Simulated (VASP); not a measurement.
Level of theory: MS2 meta-GGA, VASP's PBE PAW potentials (set 64) (plane waves; VASP).

VASP input:

**INCAR**
```
ALGO = Normal
EDIFF = 1E-7
ENCUT = 520
ISIF = 2
ISMEAR = 0
LASPH = .True.
LCHARG = .False.
LMAXMIX = 4
LMIXTAU = .True.
LREAL = .False.
LWAVE = .False.
METAGGA = MS2
NELM = 100
PREC = Accurate
SIGMA = 0.05
SYSTEM = CsI
```

### POSCAR
```
CsI
1
    4.6136683249     0.0000000000     0.0000000000
    0.0000000000     4.6136683249     0.0000000000
    0.0000000000     0.0000000000     4.6136683249
Cs I
1 1
Direct
  0.0000000000   0.0000000000   0.0000000000
  0.5000000000   0.5000000000   0.5000000000
```

**KPOINTS**
```
Automatic mesh
0
Gamma
  6 6 6
```

POTCAR, in this order: Cs_sv I (PBE.64 set). Program: vasp_std.

Output

File OSZICAR:
```
       N       E                     dE             d eps       ncg     rms          rms(c)
DAV:   1     0.908698779321E+02    0.90870E+02   -0.58974E+03   480   0.104E+03
DAV:   2     0.561908442893E+01   -0.85251E+02   -0.79766E+02   708   0.164E+02
DAV:   3    -0.108885979632E+01   -0.67079E+01   -0.66926E+01   588   0.534E+01
DAV:   4    -0.115902038146E+01   -0.70161E-01   -0.70146E-01   572   0.663E+00
DAV:   5    -0.115965540703E+01   -0.63503E-03   -0.63501E-03   584   0.666E-01    0.445E+00
DAV:   6     0.324239595308E+01    0.44021E+01   -0.20548E+00   480   0.218E+01    0.175E+00
DAV:   7     0.449406688466E+01    0.12517E+01   -0.17022E+00   480   0.151E+01    0.132E+00
DAV:   8     0.440823214682E+01   -0.85835E-01   -0.41866E-02   580   0.238E+00    0.757E-01
DAV:   9     0.401781662341E+01   -0.39042E+00   -0.56653E-01   480   0.729E+00    0.298E-01
DAV:  10     0.437605140978E+01    0.35823E+00   -0.46555E-01   480   0.804E+00    0.459E-01
DAV:  11     0.405492337228E+01   -0.32113E+00   -0.32072E-01   480   0.648E+00    0.259E-01
DAV:  12     0.435821046102E+01    0.30329E+00   -0.47278E-01   480   0.846E+00    0.953E-02
DAV:  13     0.435918775433E+01    0.97729E-03   -0.39241E-03   588   0.461E-01    0.137E-01
DAV:  14     0.435911866497E+01   -0.69089E-04   -0.42405E-05   572   0.538E-02    0.138E-01
DAV:  15     0.434385713641E+01   -0.15262E-01   -0.25510E-03   496   0.639E-01    0.142E-01
DAV:  16     0.433046141253E+01   -0.13396E-01   -0.16741E-02   488   0.160E+00    0.396E-01
DAV:  17     0.432890709418E+01   -0.15543E-02   -0.61112E-04   524   0.271E-01    0.370E-01
DAV:  18     0.432899964262E+01    0.92548E-04   -0.60664E-05   516   0.994E-02    0.371E-01
DAV:  19     0.432941388620E+01    0.41424E-03   -0.15747E-04   528   0.131E-01    0.396E-01
DAV:  20     0.432892579521E+01   -0.48809E-03   -0.18473E-04   504   0.140E-01    0.398E-01
DAV:  21     0.432887753937E+01   -0.48256E-04   -0.71499E-06   564   0.259E-02    0.404E-01
DAV:  22     0.432899551897E+01    0.11798E-03   -0.17811E-05   540   0.460E-02    0.417E-01
DAV:  23     0.432900922891E+01    0.13710E-04   -0.73515E-07   564   0.819E-03    0.417E-01
DAV:  24     0.432901931728E+01    0.10088E-04   -0.19307E-07   528   0.558E-03    0.417E-01
DAV:  25     0.432890903242E+01   -0.11028E-03   -0.87131E-06   504   0.360E-02    0.402E-01
DAV:  26     0.432894496055E+01    0.35928E-04   -0.11417E-04   564   0.936E-02    0.344E-01
DAV:  27     0.432911304058E+01    0.16808E-03   -0.73134E-05   536   0.599E-02    0.304E-01
DAV:  28     0.432893472297E+01   -0.17832E-03   -0.18827E-04   516   0.145E-01    0.220E-01
DAV:  29     0.432913973383E+01    0.20501E-03   -0.14897E-04   516   0.922E-02    0.150E-01
DAV:  30     0.432908945791E+01   -0.50276E-04   -0.78139E-05   556   0.625E-02    0.966E-02
DAV:  31     0.432909810620E+01    0.86483E-05   -0.21771E-05   572   0.363E-02    0.860E-02
DAV:  32     0.432901534344E+01   -0.82763E-04   -0.12244E-05   484   0.454E-02    0.826E-02
DAV:  33     0.432899357565E+01   -0.21768E-04   -0.54561E-06   544   0.255E-02    0.742E-02
DAV:  34     0.432894994802E+01   -0.43628E-04   -0.25834E-05   492   0.640E-02    0.444E-02
DAV:  35     0.432894331582E+01   -0.66322E-05   -0.26761E-06   536   0.164E-02    0.236E-02
DAV:  36     0.432894113123E+01   -0.21846E-05   -0.12523E-06   492   0.148E-02    0.112E-02
DAV:  37     0.432894147340E+01    0.34217E-06   -0.32003E-07   520   0.713E-03    0.592E-03
DAV:  38     0.432894137514E+01   -0.98264E-07   -0.59918E-07   544   0.786E-03
   1 F= 0.43289414E+01 E0= 0.43289414E+01  d E =-.594195E-18
```

OUTCAR:
```
------------------------ aborting loop because EDIFF is reached ----------------------------------------
  FORCE on cell =-STRESS in cart. coord.  units (eV):
  Direction    XX          YY          ZZ          XY          YZ          ZX
  --------------------------------------------------------------------------------------
  Total       -0.0054142     -0.0054142     -0.0054142      0.0000000      0.0000000      0.0000000
  in kB       -0.0883295     -0.0883295     -0.0883295      0.0000000      0.0000000      0.0000000
  external PRESSURE =      -0.0883295 kB  Pullay stress =       0.0000000 kB
  volume of cell :       98.21
      direct lattice vectors                 reciprocal lattice vectors
     4.613668325  0.000000000  0.000000000     0.216747267  0.000000000  0.000000000
     0.000000000  4.613668325  0.000000000     0.000000000  0.216747267  0.000000000
     0.000000000  0.000000000  4.613668325     0.000000000  0.000000000  0.216747267
 POSITION                                       TOTAL-FORCE (eV/Angst)
 -----------------------------------------------------------------------------------
      0.00000      0.00000      0.00000         0.000000      0.000000      0.000000
      2.30683      2.30683      2.30683         0.000000      0.000000      0.000000
 -----------------------------------------------------------------------------------
    total drift:                               -0.000000      0.000000      0.000000
  FREE ENERGIE OF THE ION-ELECTRON SYSTEM (eV)
  ---------------------------------------------------
  free  energy   TOTEN  =         4.3289413751 eV

  energy  without entropy=        4.3289413751  energy(sigma->0) =        4.32894138
```
(Selected blocks of OUTCAR.)

The compound is CsI in the CsCl type structure. It was relaxed first.
